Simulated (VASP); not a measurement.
# GaSb (F-43m) in VASP: settings compared

The runs below take GaSb through relaxation of cell and atoms, single point, with r2SCAN+rVV10, PBE, PBEsol, BLYP+D3(BJ).

Everything below comes from runs of VASP 6.6.1. Logs are shortened: lines on timing, memory, paths and dates and some standing lists are left out, and cuts for length are marked.

**The experiment to reproduce.**

From a printed reference work, data compilation, for a bulk crystal of GaSb at 4.2 K: band gap 0.811 eV (direct).

How close the calculation comes is told below.

## (1) The cell of the first run

It takes space group F-43m (No. 216, cubic). Conventional cell: a = 6.118 Å, b = 6.118 Å, c = 6.118 Å, α = 90.00°, β = 90.00°, γ = 90.00°. Sb (site symmetry -43m) has 4 Ga at 2.65 Å within 3.5 Å. Ga (site symmetry -43m) has 4 Sb at 2.65 Å within 3.5 Å.

## (2) Relaxation of cell and atoms, r2SCAN+rVV10

Contents of POSCAR:

```
GaSb
1.0
    0.0000000000      3.0590000000      3.0590000000
    3.0590000000      0.0000000000      3.0590000000
    3.0590000000      3.0590000000      0.0000000000
Sb Ga
1 1
Direct
    0.7500000000      0.7500000000      0.7500000000
    0.0000000000      0.0000000000      0.0000000000
```

Contents of INCAR.step1:

```
SYSTEM = GaSb
ALGO     = Normal         ! electronic algorithm
EDIFF    = 1E-4           ! SCF threshold, eV
ENCUT    = 600            ! plane-wave cutoff, eV
GGA      = PE             ! functional
ISMEAR   = -1             ! smearing method
LASPH    = .TRUE.         ! aspherical terms in the spheres
LCHARG   = .FALSE.        ! write CHGCAR
LREAL    = .FALSE.        ! projectors in reciprocal space
LWAVE    = .TRUE.         ! write WAVECAR
NELM     = 100            ! most SCF steps
PREC     = Accurate       ! precision mode
SIGMA    = 0.05           ! smearing width, eV
```

Contents of INCAR.step2:

```
SYSTEM = GaSb
ALGO     = Normal         ! electronic algorithm
BPARAM   = 11.95        
CPARAM   = 0.0093       
EDIFF    = 1E-6           ! SCF threshold, eV
EDIFFG   = -0.01          ! ionic threshold
ENCUT    = 600            ! plane-wave cutoff, eV
IBRION   = 2              ! ionic algorithm
ISIF     = 3              ! what is computed and relaxed
ISMEAR   = -1             ! smearing method
ISTART   = 1            
IVDW_NL  = 2            
LASPH    = .TRUE.         ! aspherical terms in the spheres
LCHARG   = .FALSE.        ! write CHGCAR
LMIXTAU  = .TRUE.       
LREAL    = .FALSE.        ! projectors in reciprocal space
LUSE_VDW = .TRUE.       
LWAVE    = .FALSE.        ! write WAVECAR
METAGGA  = R2SCAN         ! meta-GGA
NELM     = 100            ! most SCF steps
NSW      = 60             ! ionic steps
PREC     = Accurate       ! precision mode
SIGMA    = 0.05           ! smearing width, eV
```

Contents of KPOINTS:

```
k-points
0
G
  8 8 8
  0 0 0
```

Potentials or basis: VASP PAW PBE potentials, release 64 (Sb, Ga_d).

Command:

```bash
$ cat potpaw_PBE.64/Sb/POTCAR potpaw_PBE.64/Ga_d/POTCAR > POTCAR
$ cp INCAR.step1 INCAR
$ mpirun -np 1 vasp_std > vasp.out
$ cp INCAR.step2 INCAR
$ mpirun -np 1 vasp_std > vasp.out
```

OUTCAR:

```text
SYSTEM = GaSb
   BPARAM = 11.95
   EDIFF = 1E-6
   EDIFFG = -0.01
   ENCUT = 600
   IBRION = 2
   ISIF = 3
   ISMEAR = -1
   ISTART = 1
   IVDW_NL = 2
   LASPH = .TRUE.
   LREAL = .FALSE.
   METAGGA = R2SCAN
   NELM = 100
   NSW = 60
   PREC = Accurate

 ion  position               nearest neighbor table
   1  0.750  0.750  0.750-   2 2.65   2 2.65   2 2.65   2 2.65
   2  0.000  0.000  0.000-   1 2.65   1 2.65   1 2.65   1 2.65

  LATTYP: Found a face centered cubic cell.
 ALAT       =     6.1180000000

  Lattice vectors:

 A1 = (   0.0000000000,   3.0590000000,   3.0590000000)
 A2 = (   3.0590000000,   0.0000000000,   3.0590000000)
 A3 = (   3.0590000000,   3.0590000000,   0.0000000000)

Analysis of symmetry for initial positions (statically):
=====================================================================
 Subroutine PRICEL returns:
 Original cell was already a primitive cell.

 Routine SETGRP: Setting up the symmetry group for a
 face centered cubic supercell.

 Subroutine GETGRP returns: Found 24 space group operations
 (whereof 24 operations were pure point group operations)
 out of a pool of 48 trial point group operations.

The static configuration has the point symmetry T_d .

Analysis of symmetry for dynamics (positions and initial velocities):
=====================================================================
 Subroutine PRICEL returns:
 Original cell was already a primitive cell.

 Routine SETGRP: Setting up the symmetry group for a
 face centered cubic supercell.

 Subroutine GETGRP returns: Found 24 space group operations
 (whereof 24 operations were pure point group operations)
 out of a pool of 48 trial point group operations.

The dynamic configuration has the point symmetry T_d .

 Subroutine INISYM returns: Found 24 space group operations
 (whereof 24 operations are pure point group operations),
 and found     1 'primitive' translations

----------------------------------------------------------------------------------------

                                     Primitive cell

  volume of cell :      57.2491

  direct lattice vectors                    reciprocal lattice vectors
     0.000000000  3.059000000  3.059000000    -0.163452109  0.163452109  0.163452109
     3.059000000  0.000000000  3.059000000     0.163452109 -0.163452109  0.163452109
     3.059000000  3.059000000  0.000000000     0.163452109  0.163452109 -0.163452109

  length of vectors
     4.326079287  4.326079287  4.326079287     0.283107357  0.283107357  0.283107357

  position of ions in fractional coordinates (direct lattice)
     0.750000000  0.750000000  0.750000000
     0.000000000  0.000000000  0.000000000

  ion indices of the primitive-cell ions
   primitive index   ion index
                 1           1
                 2           2

----------------------------------------------------------------------------------------

 KPOINTS: k-points

Automatic generation of k-mesh.
 Grid dimensions read from file:
 generate k-points for:    8    8    8

 Generating k-lattice:

  Cartesian coordinates                     Fractional coordinates (reciprocal lattice)
    -0.020431514  0.020431514  0.020431514     0.125000000  0.000000000  0.000000000
     0.020431514 -0.020431514  0.020431514     0.000000000  0.125000000  0.000000000
     0.020431514  0.020431514 -0.020431514     0.000000000  0.000000000  0.125000000

  Length of vectors
     0.035388420  0.035388420  0.035388420

  Shift w.r.t. Gamma in fractional coordinates (k-lattice)
     0.000000000  0.000000000  0.000000000

 Subroutine IBZKPT returns following result:
 ===========================================

 Found     29 irreducible k-points:

 Following reciprocal coordinates:
            Coordinates               Weight
  0.000000  0.000000  0.000000      1.000000
  0.125000  0.000000  0.000000      8.000000
  0.250000  0.000000  0.000000      8.000000
  0.375000  0.000000  0.000000      8.000000
  0.500000  0.000000  0.000000      4.000000
  0.125000  0.125000  0.000000      6.000000
[... 16 lines left out ...]
  0.500000  0.250000  0.125000     48.000000
 -0.375000  0.250000  0.125000     24.000000
 [... further k-points ...]
   k-points           NKPTS =     29   k-points in BZ     NKDIM =     29   number of bands    NBANDS=     13
   number of dos      NEDOS =    301   number of ions     NIONS =      2
   total plane-waves  NPLWV =  46656
   dimension x,y,z NGX =    36 NGY =   36 NGZ =   36
   dimension x,y,z NGXF=    72 NGYF=   72 NGZF=   72
   ions per type =               1   1
   NGX,Y,Z   is equivalent  to a cutoff of  13.83, 13.83, 13.83 a.u.
   NGXF,Y,Z  is equivalent  to a cutoff of  27.67, 27.67, 27.67 a.u.
 SYSTEM =  GaSb
   PREC   = accura    normal or accurate (medium, high low for compatibility)
   ISTART =      1    job   : 0-new  1-cont  2-samecut
   ICHARG =      0    charge: 1-file 2-atom 10-const
   ISPIN  =      1    spin polarized calculation?
   LNONCOLLINEAR =      F non collinear calculations
   LSORBIT =      F    spin-orbit coupling
   LASPH  =      T    aspherical Exc in radial PAW
   ENCUT  =  600.0 eV  44.10 Ry    6.64 a.u.   8.64  8.64  8.64*2*pi/ulx,y,z
   NELM   =    100;   NELMIN=  2; NELMDL=  0     # of ELM steps
   EDIFF  = 0.1E-05   stopping-criterion for ELM
   LREAL  =      F    real-space projection
   EDIFFG = -.1E-01   stopping-criterion for IOM
   NSW    =     60    number of steps for IOM
   IBRION =      2    ionic relax: 0-MD 1-quasi-New 2-CG
   NFREE  =      1    steps in history (QN), initial steepest desc. (CG)
   ISIF   =      3    stress and relaxation
   ISYM   =      2    0-nonsym 1-usesym 2-fastsym
   POTIM  = 0.5000    time-step for ionic-motion
   TEBEG  =    0.0;   TEEND  =   0.0 temperature during run
   PSTRESS=    0.0 pullay stress
   NELECT =      18.0000    total number of electrons
   NUPDOWN=      -1.0000    fix difference up-down
   EMIN   =  10.00;   EMAX   =-10.00  energy-range for DOS
   EFERMI =   0.00;   METHOD = LEGACY
   ISMEAR =    -1;   SIGMA  =   0.05  broadening in eV -4-tet -1-fermi 0-gaus
   EFERMI_NEDOS =   21; number of points for ismear=-14 and -15
   IALGO  =     38    algorithm
   IMIX   =      4    mixing-type and parameters
     AMIX     =   0.40;   BMIX     =  1.00
     AMIX_MAG =   1.60;   BMIX_MAG =  1.00
  volume/ion in A,a.u.               =      28.62       193.17
  Fermi-wavevector in a.u.,A,eV,Ry     =   1.113208  2.103657 16.860766  1.239231
  Thomas-Fermi vector in A             =   2.249790
   LORBIT       =      0    0 simple, 1 ext, 2 COOP (PROOUT), +10 PAW based schemes
   METAGGA = R2SCAN    functional components
   LHFCALC =     F    Hartree Fock is set to
   AEXX    =    0.0000 exact exchange contribution
   IVDW_NL    =     2    kernel type
   BPARAM     =11.9500
   IVDW    =     0    specifies the selected vdW correction
   LEPSILON=     F    determine dielectric tensor
   LRPA    =     F    only Hartree local field effects (RPA)
 conjugate gradient relaxation of ions
 non-spin polarized calculation
  energy-cutoff  :      600.00
  volume of cell :       57.25
 maximum number of plane-waves:      1926
   NGX = 17   NGY = 17   NGZ = 17

--------------------------------------- Ionic step        1  -------------------------------------------

 number of electron      18.0000006 magnetization

 Free energy of the ion-electron system (eV)
  ---------------------------------------------------
  ext. energy  EPLUGINS =         0.00000000
  ---------------------------------------------------
  free energy    TOTEN  =       -36.97985967 eV

  energy without entropy =      -36.97981388  energy(sigma->0) =      -36.97983678

------------------------ aborting loop because EDIFF is reached ----------------------------------------

  FORCE on cell =-STRESS in cart. coord.  units (eV):
  Direction    XX          YY          ZZ          XY          YZ          ZX
  --------------------------------------------------------------------------------------
  -------------------------------------------------------------------------------------
  Total       -0.0652804     -0.0652804     -0.0652804     -0.0000000      0.0000000     -0.0000000
  in kB       -1.8269425     -1.8269425     -1.8269425     -0.0000000      0.0000000     -0.0000000
  external PRESSURE =      -1.8269425 kB  Pullay stress =       0.0000000 kB
[... 57 lines left out ...]
  energy  without entropy=      -36.9799765919  energy(sigma->0) =      -36.97999417

--------------------------------------- Ionic step        3  -------------------------------------------

 number of electron      18.0000006 magnetization

 Free energy of the ion-electron system (eV)
  ---------------------------------------------------
  ext. energy  EPLUGINS =         0.00000000
  ---------------------------------------------------
  free energy    TOTEN  =       -36.98001614 eV

  energy without entropy =      -36.97997957  energy(sigma->0) =      -36.97999785

 E-fermi :   4.9827     XC(G=0):  -9.8000

 val. band max:        4.7177370913   @ k =   0.0000   0.0000   0.0000
 cond. band min:       5.1959169213   @ k =   0.0000   0.0000   0.0000
 fundamental gap:      0.4781798301
 Fermi energy:         4.9826935035

 k-point     1 :       0.0000    0.0000    0.0000
  band No.  band energies     occupation
      1     -10.7783      2.00000
      2     -10.7783      2.00000
      3     -10.7783      2.00000
      4     -10.7206      2.00000
      5     -10.7206      2.00000
      6      -7.2516      2.00000
      7       4.7177      1.99006
      8       4.7177      1.99006
      9       4.7177      1.99006
     10       5.1959      0.02773
     11       7.6815      0.00000
     12       7.6816      0.00000
     13       7.6816      0.00000
[... 353 lines left out ...]
 k-point    24 :      -0.3750    0.2500    0.1250
  band No.  band energies     occupation
      1     -10.8145      2.00000
      2     -10.7627      2.00000
      3     -10.7595      2.00000
      4     -10.7240      2.00000
      5     -10.7203      2.00000
      6      -5.1327      2.00000
      7      -1.8633      2.00000
      8       1.4863      2.00000
      9       2.7179      2.00000
     10       7.2987      0.00000
     11       8.3896      0.00000
     12      10.4619      0.00000
     13      11.5832      0.00000

 [... further k-points ...]
[... 5 lines left out ...]
  --------------------------------------------------------------------------------------
  -------------------------------------------------------------------------------------
  Total        0.0007396      0.0007396      0.0007396      0.0000000      0.0000000     -0.0000000
  in kB        0.0207806      0.0207806      0.0207806      0.0000000      0.0000000     -0.0000000
  external PRESSURE =       0.0207806 kB  Pullay stress =       0.0000000 kB
[... 17 lines left out ...]
  FREE ENERGIE OF THE ION-ELECTRON SYSTEM (eV)
  ---------------------------------------------------
  free  energy   TOTEN  =       -36.9800161357 eV

  energy  without entropy=      -36.9799795666  energy(sigma->0) =      -36.97999785

 reached required accuracy - stopping structural energy minimisation
```

Run time: 11 min. Hardware: 1 thread of AMD EPYC 7R13, shared host; peak memory 0.38 GiB.

What came out:

```yaml
Free_energy: -36.9800 eV
Relaxed_volume: 28.51 Å³/atom
Relaxed_cell: a = 4.320 Å, b = 4.320 Å, c = 4.320 Å, α = 60.00°, β = 60.00°, γ = 60.00°
Space_group_after_relaxing_to_0.05_Å: F-43m (No. 216)
Energy_gained_by_relaxing: 0.1 meV/atom
Ionic_steps: 3
Pressure_after_relaxing: 0.0 GPa
Band_gap_on_the_k_mesh: 0.48 eV, direct
```

The path:
```tsv
step	energy change (eV)	largest force (eV/Å)	pressure (GPa)	volume (Å³)
1	0.0000	0.0000	-0.18	57.25
2	-0.0002	0.0000	0.06	56.98
3	-0.0002	0.0000	0.00	57.02
```

Final structure:
```cif
data_structure
_symmetry_space_group_name_H-M 'P 1'
_symmetry_Int_Tables_number 1
_cell_length_a 4.3203
_cell_length_b 4.3203
_cell_length_c 4.3203
_cell_angle_alpha 60.000
_cell_angle_beta 60.000
_cell_angle_gamma 60.000
_cell_volume 57.02
loop_
_atom_site_label
_atom_site_type_symbol
_atom_site_fract_x
_atom_site_fract_y
_atom_site_fract_z
_atom_site_occupancy
Sb1 Sb 0.75000 0.75000 0.75000 1
Ga1 Ga 0.00000 0.00000 0.00000 1
```

Caveat: the PAW data sets were made with another functional, which shifts forces and pressure a little; spin-orbit coupling is left out, which moves the levels of the heavy elements. r2SCAN opens gaps a little over a GGA but as a rule still falls short of measured ones.

## (3) Single point, PBE

Contents of INCAR:

```
PREC = Accurate
ENCUT = 520
EDIFF = 1E-6
ISMEAR = 0
SIGMA = 0.028999999999999998
LREAL = False
LASPH = True
NELM = 80
ALGO = Normal
ISIF = 2
LWAVE = False
LCHARG = False
GGA = PE
NBANDS = 16
```

Contents of KPOINTS:

```
regular mesh
0
Gamma
  8 8 8
```

POSCAR is that of step 2.

Potentials or basis: VASP PAW PBE potentials, release 64 (Sb, Ga_d).

Command:

```bash
$ cat potpaw_PBE.64/Sb/POTCAR potpaw_PBE.64/Ga_d/POTCAR > POTCAR
$ mpirun -np 1 vasp_std > vasp.out
```

Run time: 19 s. Hardware: 1 thread of Intel Xeon Platinum 8559C (Emerald Rapids), shared host; peak memory 0.18 GiB.

Results (log left out):

```yaml
Free_energy: -7.3458 eV
Pressure: 2.4 GPa
Band_gap_on_the_k_mesh: 0.04 eV, direct
```

Levels at points of the mesh, in eV from the valence-band top:
```
           k point  band 7  band 8  band 9  band 10  band 11  band 12
(0.00, 0.00, 0.00)    0.00    0.00    0.00     0.04     2.78     2.78
(0.50, 0.00, 0.00)   -6.37   -1.15   -1.15     0.40     3.75     3.75
(0.50, 0.50, 0.00)   -6.81   -2.57   -2.57     0.90     1.25     8.68
```

Caveat: spin-orbit coupling is left out, which moves the levels of the heavy elements.

## (4) Single point, PBE

Contents of INCAR:

```
SYSTEM = GaSb
  PREC = Accurate
  ENCUT = 520
  EDIFF = 1E-6
  ISMEAR = 0
  SIGMA = 0.024
  LREAL = .FALSE.
  LASPH = .TRUE.
  NELM = 60
  ALGO = Normal
  ISIF = 2
  LWAVE = .FALSE.
  LCHARG = .FALSE.
  GGA = PE
  NBANDS = 16
```

Contents of KPOINTS:

```
Automatic mesh
0
G
  8 8 8
  0 0 0
```

POSCAR is that of step 3.

Command:

```bash
$ cat potpaw_PBE.64/Sb/POTCAR potpaw_PBE.64/Ga_d/POTCAR > POTCAR
$ mpirun -np 1 vasp_std > vasp.out
```

Wall time 14 s (1 thread of Intel Xeon Platinum 8559C (Emerald Rapids), shared host); peak memory 0.18 GiB.

The run converged. Its results:

```
Free energy            : -7.3458 eV
Pressure               : 2.4 GPa
Band gap on the k mesh : 0.04 eV, direct
```

Levels at points of the mesh, in eV from the valence-band top:
| k point | band 7 | band 8 | band 9 | band 10 | band 11 | band 12 |
| --- | --- | --- | --- | --- | --- | --- |
| (0.00, 0.00, 0.00) | 0.00 | 0.00 | 0.00 | 0.04 | 2.78 | 2.78 |
| (0.50, 0.00, 0.00) | -6.37 | -1.15 | -1.15 | 0.40 | 3.75 | 3.75 |
| (0.50, 0.50, 0.00) | -6.81 | -2.57 | -2.57 | 0.90 | 1.25 | 8.68 |

Caveat: spin-orbit coupling is left out, which moves the levels of the heavy elements.

[end of part 1 of 2]
